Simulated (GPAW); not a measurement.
# MgS (F-43m) in GPAW: a series of runs

The runs below take MgS through single point, with PBE.

Program: GPAW 26.7.0. These are calculated values, not measurements. Logs are shortened: lines on timing, memory, paths and dates and some standing lists are left out, and cuts for length are marked. The log counts tension as positive stress, the text compression.

## 1. Starting point

Symmetry: F-43m, No. 216, cubic system. Conventional cell: a = 5.666 Å, b = 5.666 Å, c = 5.666 Å, α = 90.00°, β = 90.00°, γ = 90.00°. Around S (site symmetry -43m) lie 4 Mg at 2.45 Å. Mg (site symmetry -43m) is surrounded by 4 S at 2.45 Å.

The cell comes from a database or a generator and needn't be the stable form of this composition.

## 2. Single point, PBE

MgS.cif reads:

```cif
data_MgS
_cell_length_a 4.00663679
_cell_length_b 4.00663679
_cell_length_c 4.00663679
_cell_angle_alpha 60.00000000
_cell_angle_beta 60.00000000
_cell_angle_gamma 60.00000000
_space_group_name_H-M_alt 'P1'
_space_group_name_Hall 'P 1'
_space_group_IT_number 1
loop_
_space_group_symop_operation_xyz
'x,y,z'
loop_
_atom_site_label
_atom_site_type_symbol
_atom_site_symmetry_multiplicity
_atom_site_Wyckoff_symbol
_atom_site_fract_x
_atom_site_fract_y
_atom_site_fract_z
_atom_site_occupancy
S1 S 1 a 0.2500000000 0.2500000000 0.2500000000 1
Mg1 Mg 1 a 0.0000000000 0.0000000000 0.0000000000 1
```

Potentials or basis: GPAW PAW data sets (gpaw-data 1.2.1), pw.

Started as:

```bash
OMP_NUM_THREADS=1 gpaw run MgS.cif -p 'mode=PW(800),xc=PBE,kpts={size:(8,8,8),gamma:True},occupations={name:fermi-dirac,width:0.05},nbands=16,convergence={density:1e-05,energy:1e-05},maxiter=150,txt=gpaw.txt' --properties efs -w gs.gpw
```

The program printed:

```text
__  _  _
 | _ |_)|_||  |
 |__||  | ||/\| - 26.7.0

Input parameters:
  mode=PW(ecut=800.0),
  convergence={'density': 1e-05, 'energy': 1e-05},
  kpts=MonkhorstPack(size=[8, 8, 8], gamma=True),
  maxiter=150,
  nbands=16,
  occupations=Occupations(name='fermi-dirac', width=0.05),
  xc=XC(name='PBE')

Diagonalizing LCAO Hamiltonian
Converting LCAO to pw mode

             S
       Mg

Atoms  # Å, Bohr magnetons
|   | symbol |        x |        y |        z |    initial magnetic moments |
|---|--------|----------|----------|----------|-----------------------------|
| 0 |      S | 2.003318 | 1.156616 | 0.817851 | ( 0.0000,  0.0000,  0.0000) |
| 1 |     Mg | 0.000000 | 0.000000 | 0.000000 | ( 0.0000,  0.0000,  0.0000) |

Unit cell  # Å
| periodic |        x |        y |        z |  lengths |    angles |
|----------|----------|----------|----------|----------|-----------|
|      yes | 4.006637 | 0.000000 | 0.000000 | 4.006637 | 60.000000 |
|      yes | 2.003318 | 3.469849 | 0.000000 | 4.006637 | 60.000000 |
|      yes | 2.003318 | 1.156616 | 3.271405 | 4.006637 | 60.000000 |

Number of symmetries: 24
Symmetry operations  # r_c * U_cc + t_c -> r_c
|    | kind |            matrix            |
|----|------|------------------------------|
|  0 |  E   |  1, 0, 0,  0, 1, 0,  0, 0, 1 |
|  1 |  σ   |  1, 0, 0,  0, 0, 1,  0, 1, 0 |
|  2 |  σ   |  1, 0,-1,  0, 1,-1,  0, 0,-1 |
|  3 |  C3  |  1, 0,-1,  0, 0,-1,  0, 1,-1 |
|  4 |  C3  |  1,-1, 0,  0,-1, 1,  0,-1, 0 |
|  5 |  σ   |  1,-1, 0,  0,-1, 0,  0,-1, 1 |
|  6 |  σ   |  0, 1, 0,  1, 0, 0,  0, 0, 1 |
|  7 |  C3  |  0, 1, 0,  0, 0, 1,  1, 0, 0 |
|  8 |  C2  |  0, 1,-1,  1, 0,-1,  0, 0,-1 |
|  9 |  S4  |  0, 1,-1,  0, 0,-1,  1, 0,-1 |
| 10 |  C3  |  0, 0, 1,  1, 0, 0,  0, 1, 0 |
| 11 |  σ   |  0, 0, 1,  0, 1, 0,  1, 0, 0 |
| 12 |  S4  |  0, 0,-1,  1, 0,-1,  0, 1,-1 |
| 13 |  C3  |  0, 0,-1,  0, 1,-1,  1, 0,-1 |
| 14 |  S4  |  0,-1, 1,  1,-1, 0,  0,-1, 0 |
| 15 |  C2  |  0,-1, 1,  0,-1, 0,  1,-1, 0 |
| 16 |  C3  |  0,-1, 0,  1,-1, 0,  0,-1, 1 |
| 17 |  S4  |  0,-1, 0,  0,-1, 1,  1,-1, 0 |
| 18 |  S4  | -1, 1, 0, -1, 0, 1, -1, 0, 0 |
| 19 |  C3  | -1, 1, 0, -1, 0, 0, -1, 0, 1 |
| 20 |  C3  | -1, 0, 1, -1, 1, 0, -1, 0, 0 |
| 21 |  S4  | -1, 0, 1, -1, 0, 0, -1, 1, 0 |
| 22 |  σ   | -1, 0, 0, -1, 1, 0, -1, 0, 1 |
| 23 |  C2  | -1, 0, 0, -1, 0, 1, -1, 1, 0 |

BZ-sampling:
  Number of BZ points: 512
  Number of IBZ points: 29

  Monkhorst-Pack size: [8, 8, 8]
  Monkhorst-Pack shift: [0.0625, 0.0625, 0.0625]

K-points  # in reciprocal-cell coordinates
|     |                                coordinates |     weight |
|-----|--------------------------------------------|------------|
|   0 | (  0.00000000,   0.00000000,   0.00000000) | 0.00195312 |
|   1 | (  0.12500000,   0.12500000,   0.00000000) | 0.01171875 |
|   2 | (  0.12500000,   0.12500000,   0.12500000) | 0.01562500 |
|   3 | (  0.25000000,   0.12500000,   0.12500000) | 0.02343750 |
|   4 | (  0.25000000,   0.25000000,   0.00000000) | 0.01171875 |
|   5 | (  0.25000000,   0.25000000,   0.12500000) | 0.04687500 |
|   6 | (  0.25000000,   0.25000000,   0.25000000) | 0.01562500 |
|   7 | (  0.37500000,   0.25000000,  -0.37500000) | 0.04687500 |
|   8 | (  0.37500000,   0.25000000,   0.12500000) | 0.04687500 |
|   9 | (  0.37500000,   0.25000000,   0.25000000) | 0.04687500 |
| ... |                                            |            |
|  28 | (  0.50000000,   0.50000000,   0.50000000) | 0.00781250 |

Plane wave coefficients: 2362
Cutoff: 800.0 eV

Spin-components: 1 (collinear spins)
Bands:           16
Projectors:      10
Spin-degeneracy: 2
Datatype:        complex128

Density:
  Valence electrons: 16.0
  Components: 1
  Grid points: [27 27 27]
  Charge: 0.0  # |e|

Potential:
  Grid points: [27 27 27]

species:
  S:
    name:    Sulfur
    Z:       16.0
    valence: 6
    core:    10
    charge:  0.0  # [|e|]
    compensation charges:
      type: gauss
      rc: 0.24  # [Å]
      lmax: 2
    cutoffs:
      filter: 1.77  # [Å]
      core: 1.66  # [Å]
    projectors
    | kind |    occ | energy [eV] | rcut [Å] |
    |------|--------|-------------|----------|
    |   3s |  2.000 |     -17.254 |    0.974 |
    |   3p |  4.000 |      -7.008 |    0.979 |
    |    s |        |       9.957 |    0.974 |
    |    p |        |      20.203 |    0.979 |
    |    d |        |       0.000 |    0.900 |

    Using partial waves for S as LCAO basis

  Mg:
    name:    Magnesium
    Z:       12.0
    valence: 10
    core:    2
    charge:  0.0  # [|e|]
    compensation charges:
      type: gauss
      rc: 0.33  # [Å]
      lmax: 2
    cutoffs:
      filter: 1.86  # [Å]
      core: 0.54  # [Å]
    projectors
    | kind |    occ | energy [eV] | rcut [Å] |
    |------|--------|-------------|----------|
    |   2s |  2.000 |     -79.840 |    1.090 |
    |   3s |  2.000 |      -4.705 |    1.090 |
    |   2p |  6.000 |     -46.613 |    1.085 |
    |   3p |  0.000 |      -1.330 |    1.085 |
    |    d |        |       0.000 |    1.037 |

    Using partial waves for Mg as LCAO basis

Reference energy: -16307.264786  # eV

eigensolver:
  PPCG
  Converge bands: occupied
  niter=2

density mixing:
  MSR1-Mixer
  Pratt-step length: 0.05
  Maximum mixing coefficient: 0.75
  Old densities: 10
  SVD Regularization: 0.005
  Good broyden scale: 1.0
  Trust region scale: 1.0
  Backstep threshold: 4.0
  History deletion threshold: 6.0
  Fourier metric: weight=20.0, sigma=0.015

occupation numbers:
  Fermi-Dirac:
    width: 0.0500  # eV

poisson solver:
  ecut: 6400.0  # eV

xc functional:
[... 9 lines left out ...]
|iter     | |      energy | eigst |  dens |
|---------|-|-------------|-------|-------|
|iter:   1| |   -8.976259 | +0.02 |       |
|iter:   2| |   -8.888499 | -1.71 | -1.07 |
|iter:   3| |   -8.567472 | -1.43 | -1.11 |
|iter:   4| |   -8.576576 | -3.20 | -1.73 |
|iter:   5| |   -8.578963 | -3.48 | -2.13 |
|iter:   6| |   -8.578994 | -5.32 | -3.20 |
|iter:   7| |   -8.579000c| -6.34 | -3.59 |
|iter:   8| |   -8.579000c| -7.83c| -4.90 |
|iter:   9| |   -8.579000c| -8.30c| -5.35c|

Converged in 9 steps
Energy contributions relative to reference atoms: (reference = -16307.264786)

Energy contributions:
  Kinetic:           7.721446
  Coulomb:          -6.999419
  Zero:              0.076671
  External:          0.000000
  Xc:               -9.377698
  Entropy:          -0.000000
  Spinorbit:         0.000000
  ----------------------------
  Free energy:      -8.579000
  Extrapolated:     -8.579000

dipole moment: (-15.196986, -8.773984, -6.204143)  # |e|*Ang

Fermi level: 2.760
Eigenvalues  # (at kpt = [0.000, 0.000, 0.000])
| band index |      eig [eV] | occ [0-2] |
|------------|---------------|-----------|
|          0 |       -72.143 |     2.000 |
|          1 |       -38.922 |     2.000 |
|          2 |       -38.922 |     2.000 |
|          3 |       -38.922 |     2.000 |
|          4 |        -9.506 |     2.000 |
|          5 |         1.756 |     2.000 |
[... 8 lines left out ...]
|         14 |        15.517 |     0.000 |
|         15 |        15.685 |     0.000 |

Gap: 3.453 eV
Transition (v -> c):
  (s=0, k=0, n=7, [0.00, 0.00, 0.00]) -> (s=0, k=0, n=8, [0.00, 0.00, 0.00])
No difference between direct/indirect transitions

Forces  # eV/Ang
|       x |        y |        z |
|---------|----------|----------|
| 0.00000 | -0.00000 | -0.00000 |  # S    0
| 0.00000 |  0.00000 | -0.00000 |  # Mg   1

Stress tensor  # eV/Ang^3
|         x |         y |         z |
|-----------|-----------|-----------|
| -0.005621 | -0.000000 |  0.000000 |
| -0.000000 | -0.005621 |  0.000000 |
|  0.000000 | -0.000000 | -0.005621 |

# Writing to gs.gpw (mode='')
```

It took 26 s on 1 thread of AMD EPYC 7R43 (Zen 3), shared host; peak memory 0.18 GiB.

What came out:

```
Free energy            : -8.5790 eV
Pressure               : 0.9 GPa
Band gap on the k mesh : 3.45 eV, direct
```

Levels at points of the mesh, in eV from the valence-band top:
| k point | band 6 | band 7 | band 8 | band 9 | band 10 | band 11 |
| --- | --- | --- | --- | --- | --- | --- |
| (0.00, 0.00, 0.00) | 0.00 | 0.00 | 0.00 | 3.45 | 7.93 | 7.93 |
| (0.50, 0.50, 0.00) | -2.80 | -1.03 | -1.03 | 3.89 | 5.65 | 11.15 |
| (0.50, 0.50, 0.50) | -3.11 | -0.32 | -0.32 | 5.11 | 7.62 | 7.62 |

## 3. Single point, PBE

run.py reads:

```python
from ase import Atoms
from ase.dft.bandgap import bandgap
from ase.io import write
from ase.units import GPa
from gpaw import GPAW, PW, setup_paths

setup_paths.insert(0, '.')

atoms = Atoms(['S', 'Mg'],
              cell=[[0.0, 2.8331200468, 2.8331200468],
                    [2.8331200468, 0.0, 2.8331200468],
                    [2.8331200468, 2.8331200468, 0.0]],
              scaled_positions=[[0.25, 0.25, 0.25],
                                [0.0, 0.0, 0.0]],
              pbc=True)

calc = GPAW(mode=PW(650),
            xc='PBE',
            kpts={'size': (7, 7, 7), 'gamma': True},
            occupations={'name': 'fermi-dirac', 'width': 0.01},
            nbands=16,
            convergence={'density': 1e-05, 'energy': 1e-05},
            maxiter=150,
            txt='gpaw.txt')
atoms.calc = calc
energy = atoms.get_potential_energy()
forces = atoms.get_forces()
stress = atoms.get_stress()
calc.write('gs.gpw')
write('result.traj', atoms)
print(f'Energy: {energy:.6f} eV')
print('Forces (eV/A):')
print(forces.round(4))
print('Stress (GPa):', (stress / GPa).round(3))
print('Fermi level:', round(calc.get_fermi_level(), 4), 'eV')
print(f'Gap: {bandgap(calc)[0]:.4f} eV, direct: {bandgap(calc, direct=True)[0]:.4f} eV')
```

Potentials or basis: PAW data sets generated in the run's folder for this functional, pw.

Started as:

```bash
gpaw-setup -f PBE Mg S
OMP_NUM_THREADS=1 python run.py
```

Wall time 13 s (1 thread of Arm Neoverse V1, shared host); peak memory 0.15 GiB.

It converged, with:

```yaml
Free_energy: -8.5754 eV
Pressure: 0.9 GPa
Band_gap_on_the_k_mesh: 3.45 eV, direct
```

Levels at points of the mesh, in eV from the valence-band top:
```csv
k point,band 5,band 6,band 7,band 8,band 9,band 10,band 11,band 12
"(0.00, 0.00, 0.00)",-11.26,0.00,0.00,0.00,3.45,7.93,7.93,7.93
```

Caveat: the cutoff is short for stress and forces, so pressures can be off by a GPa or more.

## 4. For comparison

An earlier run on the cell as given: functional PBE; potentials or basis GPAW PAW data sets (gpaw-data 1.2.1); cutoff 800 eV; basis pw; k mesh 8 × 8 × 8; occupations fermi-dirac, width 0.05 eV; no spin polarisation.

- Pressure: 0.9 GPa
- Band gap on the k mesh: 3.45 eV, direct
